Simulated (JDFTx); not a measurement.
# C (Fd-3m) in JDFTx: further runs

Aim: see how the results for C move with the level of theory and the settings. Levels: r2SCAN, LDA. Tasks: band structure, equation of state.

Program: JDFTx 1.7.0 (patched build). These are calculated values, not measurements. Logs are shortened: lines on timing, memory, paths and dates and some standing lists are left out, and cuts for length are marked. The log counts tension as positive stress, the text compression.

**Measured values to compare with.**

“Equation of state of cubic boron nitride at high pressures and temperatures”, 2007, arxiv:cond-mat/0702656 quotes, for a bulk crystal of C: bulk modulus 444.8 ± 0.8 GPa.

How close the calculation comes is told below.

### 1 Starting point

It takes space group Fd-3m (No. 227, cubic). Conventional cell: a = 3.567 Å, b = 3.567 Å, c = 3.567 Å, α = 90.00°, β = 90.00°, γ = 90.00°. Around C (site symmetry -43m) lie 4 C at 1.54 Å.

This isn't the form of C at room conditions, which is graphite.

### 2 Band structure, r2SCAN

bands.in

```
include C.lattice
coords-type Lattice
include C.ionpos

ion-species pseudo/C.upf
elec-cutoff 50 400
elec-ex-corr mgga-x-r2scan mgga-c-r2scan
elec-smearing Fermi 0.0018374661
elec-n-bands 9
electronic-minimize nIterations 30 energyDiffThreshold 1e-06
davidson-band-ratio 1.3
forces-output-coords Cartesian
include path.kpoints
symmetries none
fix-electron-density run.$VAR

dump-name bands.$VAR
dump End Ecomponents EigStats BandEigs Kpoints Forces
```

C.lattice

```
lattice \
    0.0000000000     3.3700808789     3.3700808789 \
    3.3700808789     0.0000000000     3.3700808789 \
    3.3700808789     3.3700808789     0.0000000000
```

C.ionpos

```
ion C      0.7500000000     0.7500000000     0.7500000000 1
ion C      0.5000000000     0.5000000000     0.5000000000 1
```

path.kpoints

```
kpoint +0.0000000000 +0.0000000000 +0.0000000000 0.020000000000
kpoint +0.0714285714 +0.0000000000 +0.0714285714 0.020000000000
kpoint +0.1428571429 +0.0000000000 +0.1428571429 0.020000000000
kpoint +0.2142857143 +0.0000000000 +0.2142857143 0.020000000000
kpoint +0.2857142857 +0.0000000000 +0.2857142857 0.020000000000
kpoint +0.3571428571 +0.0000000000 +0.3571428571 0.020000000000
kpoint +0.4285714286 +0.0000000000 +0.4285714286 0.020000000000
kpoint +0.5000000000 +0.0000000000 +0.5000000000 0.020000000000
kpoint +0.5000000000 +0.0833333333 +0.5833333333 0.020000000000
kpoint +0.5000000000 +0.1666666667 +0.6666666667 0.020000000000
kpoint +0.5000000000 +0.2500000000 +0.7500000000 0.020000000000
kpoint +0.4375000000 +0.3125000000 +0.7500000000 0.020000000000
kpoint +0.3750000000 +0.3750000000 +0.7500000000 0.020000000000
kpoint +0.3281250000 +0.3281250000 +0.6562500000 0.020000000000
kpoint +0.2812500000 +0.2812500000 +0.5625000000 0.020000000000
kpoint +0.2343750000 +0.2343750000 +0.4687500000 0.020000000000
kpoint +0.1875000000 +0.1875000000 +0.3750000000 0.020000000000
kpoint +0.1406250000 +0.1406250000 +0.2812500000 0.020000000000
kpoint +0.0937500000 +0.0937500000 +0.1875000000 0.020000000000
kpoint +0.0468750000 +0.0468750000 +0.0937500000 0.020000000000
kpoint +0.0000000000 +0.0000000000 +0.0000000000 0.020000000000
kpoint +0.0833333333 +0.0833333333 +0.0833333333 0.020000000000
kpoint +0.1666666667 +0.1666666667 +0.1666666667 0.020000000000
kpoint +0.2500000000 +0.2500000000 +0.2500000000 0.020000000000
kpoint +0.3333333333 +0.3333333333 +0.3333333333 0.020000000000
kpoint +0.4166666667 +0.4166666667 +0.4166666667 0.020000000000
kpoint +0.5000000000 +0.5000000000 +0.5000000000 0.020000000000
kpoint +0.5250000000 +0.4500000000 +0.5250000000 0.020000000000
kpoint +0.5500000000 +0.4000000000 +0.5500000000 0.020000000000
kpoint +0.5750000000 +0.3500000000 +0.5750000000 0.020000000000
kpoint +0.6000000000 +0.3000000000 +0.6000000000 0.020000000000
kpoint +0.6250000000 +0.2500000000 +0.6250000000 0.020000000000
kpoint +0.5625000000 +0.2500000000 +0.6875000000 0.020000000000
kpoint +0.5000000000 +0.2500000000 +0.7500000000 0.020000000000
kpoint +0.5000000000 +0.2916666667 +0.7083333333 0.020000000000
kpoint +0.5000000000 +0.3333333333 +0.6666666667 0.020000000000
kpoint +0.5000000000 +0.3750000000 +0.6250000000 0.020000000000
kpoint +0.5000000000 +0.4166666667 +0.5833333333 0.020000000000
kpoint +0.5000000000 +0.4583333333 +0.5416666667 0.020000000000
kpoint +0.5000000000 +0.5000000000 +0.5000000000 0.020000000000
kpoint +0.4791666667 +0.4791666667 +0.5416666667 0.020000000000
kpoint +0.4583333333 +0.4583333333 +0.5833333333 0.020000000000
kpoint +0.4375000000 +0.4375000000 +0.6250000000 0.020000000000
kpoint +0.4166666667 +0.4166666667 +0.6666666667 0.020000000000
kpoint +0.3958333333 +0.3958333333 +0.7083333333 0.020000000000
kpoint +0.3750000000 +0.3750000000 +0.7500000000 0.020000000000
kpoint +0.6250000000 +0.2500000000 +0.6250000000 0.020000000000
kpoint +0.5833333333 +0.1666666667 +0.5833333333 0.020000000000
kpoint +0.5416666667 +0.0833333333 +0.5416666667 0.020000000000
kpoint +0.5000000000 +0.0000000000 +0.5000000000 0.020000000000
```

Potentials or basis: SG15-PBE-1.2 with smoothed tails.

Launch:

```bash
$ jdftx -c 1 -i bands.in -o bands.out
```

Standard output:

```text
*************** JDFTx 1.7.0 (patched build) ***************

Input parsed successfully to the following command list (including defaults):
[... the input with its defaults ...]

---------- Initializing the Grid ----------
R =
[            0      3.37008      3.37008  ]
[      3.37008            0      3.37008  ]
[      3.37008      3.37008            0  ]
unit cell volume = 76.551
G =
[  -0.932201   0.932201   0.932201  ]
[   0.932201  -0.932201   0.932201  ]
[   0.932201   0.932201  -0.932201  ]
Minimum fftbox size, Smin = [  44  44  44  ]
Chosen fftbox size, S = [  48  48  48  ]

---------- Initializing tighter grid for wavefunction operations ----------
R =
[            0      3.37008      3.37008  ]
[      3.37008            0      3.37008  ]
[      3.37008      3.37008            0  ]
unit cell volume = 76.551
G =
[  -0.932201   0.932201   0.932201  ]
[   0.932201  -0.932201   0.932201  ]
[   0.932201   0.932201  -0.932201  ]
Minimum fftbox size, Smin = [  32  32  32  ]
Chosen fftbox size, S = [  32  32  32  ]

---------- Exchange Correlation functional ----------
Initialized LibXC exchange functional 'Re-regularized SCAN exchange by Furness et al'
Initialized LibXC correlation functional 'Re-regularized SCAN correlation by Furness et al'

---------- Setting up pseudopotentials ----------
Width of ionic core gaussian charges (only for fluid interactions / plotting) set to 0

Reading pseudopotential file 'pseudo/C.upf':
  'C' pseudopotential, 'PBE' functional
  Generated using ONCVPSP code by D. R. Hamann
  4 valence electrons, 0 orbitals, 4 projectors, 602 radial grid points, with lMax = 1
  Core radius for overlap checks: 1.23 bohrs.

Initialized 1 species with 2 total atoms.

Folded 50 k-points by 1x1x1 to 50 k-points.

---------- Setting up k-points, bands, fillings ----------
No reducable k-points.
Computing the number of bands and number of electrons
Calculating initial fillings.
nElectrons:   8.000000   nBands: 9   nStates: 50

----- Setting up reduced wavefunction bases (one per k-point) -----
average nbasis = 1292.220 , ideal nbasis = 1292.707

---------- Setting up ewald sum ----------
Optimum gaussian width for ewald sums = 1.530632 bohr.
Real space sum over 1331 unit cells with max indices [  5  5  5  ]
Reciprocal space sum over 2197 terms with max indices [  6  6  6  ]

---------- Allocating electronic variables ----------
Reading n from file 'run.n' ... done
Reading tau from file 'run.tau' ... done
Initializing wave functions:  (No orbitals for LCAO)  bandwidth-limited random numbers

----------- Band structure minimization -------------
Minimization will be done independently for each quantum number.

---- Minimization of quantum number:     0  [ +0.0000000 +0.0000000 +0.0000000 ]  0.040000000 ----
BandDavidson: Iter:   0  Eband: +0.349996840972457
BandDavidson: Iter:   1  Eband: +0.241886727776528  dEband: -1.081101e-01
BandDavidson: Iter:   2  Eband: +0.221536088233336  dEband: -2.035064e-02
BandDavidson: Iter:   3  Eband: +0.218977216070013  dEband: -2.558872e-03
[... 651 lines of inner loops ...]
BandDavidson: Iter:   9  Eband: +0.220044908729223  dEband: -1.830862e-06
BandDavidson: Iter:  10  Eband: +0.220044488654250  dEband: -4.200750e-07
BandDavidson: Converged (dEband<1.000000e-06)
	FillingsUpdate:  mu: +0.548859364  nElectrons: 8.000000

Dumping 'bands.eigStats' ...
	eMin: -0.347757 at state 20 ( [ +0.000000 +0.000000 +0.000000 ] spin 0 )
	HOMO: +0.490719 at state 20 ( [ +0.000000 +0.000000 +0.000000 ] spin 0 )
	mu  : +0.548859
	LUMO: +0.647162 at state 5 ( [ +0.357143 +0.000000 +0.357143 ] spin 0 )
	eMax: +1.394486 at state 49 ( [ +0.500000 +0.000000 +0.500000 ] spin 0 )
	HOMO-LUMO gap: +0.156443
	Optical gap  : +0.215026 at state 20 ( [ +0.000000 +0.000000 +0.000000 ] spin 0 )
Done!
[note: mu, HOMO and LUMO in a band run belong to the points of the path alone and aren't those of the crystal]
```

Run time: 14 s. Hardware: 1 thread of Intel Xeon Platinum 8259CL at 2.50GHz (Skylake/Cascade Lake), shared host; peak memory 0.09 GiB.

Results:

* Band gap along the path: 4.26 eV, indirect (least direct gap 5.85 eV)

Levels at the corners of the path, in eV from the valence-band top:
```csv
point,band 1,band 2,band 3,band 4,band 5,band 6,band 7
Γ,-22.82,0.00,0.00,0.00,5.85,5.85,5.85
X,-13.70,-13.70,-6.67,-6.67,4.93,4.93,17.90
W,-12.94,-12.94,-8.72,-8.72,11.28,11.28,12.81
K,-14.01,-12.60,-9.75,-5.68,5.90,11.27,15.24
Γ,-22.82,0.00,0.00,0.00,5.85,5.85,5.85
L,-16.89,-14.09,-2.98,-2.98,8.89,8.90,8.90
U,-14.01,-12.60,-9.75,-5.68,5.90,11.27,15.24
W,-12.94,-12.94,-8.72,-8.72,11.28,11.28,12.81
L,-16.89,-14.09,-2.98,-2.98,8.89,8.90,8.90
K,-14.01,-12.60,-9.75,-5.68,5.90,11.27,15.24
U,-14.01,-12.60,-9.75,-5.68,5.90,11.27,15.24
X,-13.70,-13.70,-6.67,-6.67,4.93,4.93,17.90
```

Caveat: the potentials were made for another functional, which shifts forces and pressure.

(Continued in part 2 of 2.)
